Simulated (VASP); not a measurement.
Crystal: Te.

```
CELL_PARAMETERS angstrom
2.30590 1.33131 1.69095
-2.30590 1.33131 1.69095
0.00000 -2.66263 1.69095
ATOMIC_POSITIONS crystal
Te 0.50000 0.50000 0.50000
```

This isn't the form of Te at room conditions, which is trigonal, of chains.

| Item | Value |
| --- | --- |
| Program | VASP 6.6.1 |
| Task | relaxation of cell and atoms |
| Functional | PBE |
| Potentials or basis | VASP PAW PBE potentials, release 54 (Te) |
| Cutoff | 600 eV |
| k mesh | 9 × 9 × 9 |
| Occupations | fermi-dirac, width 0.05 eV |
| Spin | no spin polarisation |

At the start: pressure 2.6 GPa; volume 31.15 Å³/atom.

Question: How do energy, volume and symmetry change on relaxing?

Answer: Over 15 steps the energy falls by 15.0 meV/atom and the volume is 32.84 Å³/atom (+5.4 %); space group R-3m (No. 166, to 0.05 Å).

Step by step:
```
step  energy change (eV)  largest force (eV/Å)  pressure (GPa)  volume (Å³)
   1              0.0000                0.0000            2.58        31.15
   2             -0.0083                0.0000           -1.19        33.46
   3             -0.0114                0.0000            0.03        32.63
   4             -0.0114                0.0000           -0.05        32.66
   5             -0.0120                0.0000           -0.05        32.69
   6             -0.0135                0.0000           -0.09        32.79
   7             -0.0149                0.0000           -0.21        32.97
   8             -0.0143                0.0000            0.37        32.47
   9             -0.0150                0.0000           -0.14        32.87
  10             -0.0150                0.0000            0.13        32.76
  11             -0.0150                0.0000            0.06        32.81
  12             -0.0150                0.0000            0.01        32.83
  13             -0.0150                0.0000            0.02        32.83
  14             -0.0150                0.0000           -0.02        32.85
  15             -0.0150                0.0000            0.00        32.84
```

Final structure:
```xyz
1
Lattice="2.2971 1.3262 1.7965 -2.2971 1.3262 1.7965 0.0000 -2.6525 1.7965" Properties=species:S:1:pos:R:3 pbc="T T T"
Te    0.0000    0.0000    2.6948
```
